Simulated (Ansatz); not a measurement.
Starting structure of a cell relaxation (symmetry kept):

```yaml
crystal:
  lattice:
    - [8.49990, 0.00000, 0.00000]
    - [0.00000, 4.64850, 0.00000]
    - [0.00000, 0.00000, 7.06837]
  atoms:
    - { symbol: Te, position: [0.18989, 0.75000, 0.12009] }
    - { symbol: Te, position: [0.68989, 0.75000, 0.37991] }
    - { symbol: Te, position: [0.31011, 0.25000, 0.62009] }
    - { symbol: Te, position: [0.81011, 0.25000, 0.87991] }
    - { symbol: Pb, position: [0.04083, 0.75000, 0.72893] }
    - { symbol: Pb, position: [0.54083, 0.75000, 0.77107] }
    - { symbol: Pb, position: [0.45917, 0.25000, 0.22893] }
    - { symbol: Pb, position: [0.95917, 0.25000, 0.27107] }
```

Theory: DFT r2SCAN, scalar-relativistic, plane waves, PAW in Ansatz.

Settings: cutoff 500 eV, Γ-centred mesh 4×6×4 on the computed 8-atom cell, Gaussian smearing of 0.02 eV; no spin polarisation.

Problem. What does it relax to?

Solution. The volume increases by 0.07 Å³/atom to 34.98 Å³/atom, and the energy changes by under 0.1 meV/atom. Final structure:
```cif
data_structure
_symmetry_space_group_name_H-M 'Pnma'
_symmetry_Int_Tables_number 62
_cell_length_a 8.4949
_cell_length_b 4.6588
_cell_length_c 7.0705
_cell_angle_alpha 90.000
_cell_angle_beta 90.000
_cell_angle_gamma 90.000
_cell_volume 279.82
loop_
_atom_site_label
_atom_site_type_symbol
_atom_site_symmetry_multiplicity
_atom_site_Wyckoff_symbol
_atom_site_fract_x
_atom_site_fract_y
_atom_site_fract_z
_atom_site_occupancy
Te1 Te 4 c 0.18961 0.75000 0.12103 1
Pb1 Pb 4 c 0.04114 0.75000 0.73032 1
```

Spin–orbit coupling is left out, which can shift energies with elements as heavy as these.

This form isn't the usual stable structure of the compound.

Cost: 1 run of about 6.3 core-minutes, on Arm Neoverse V1 (shared hosts).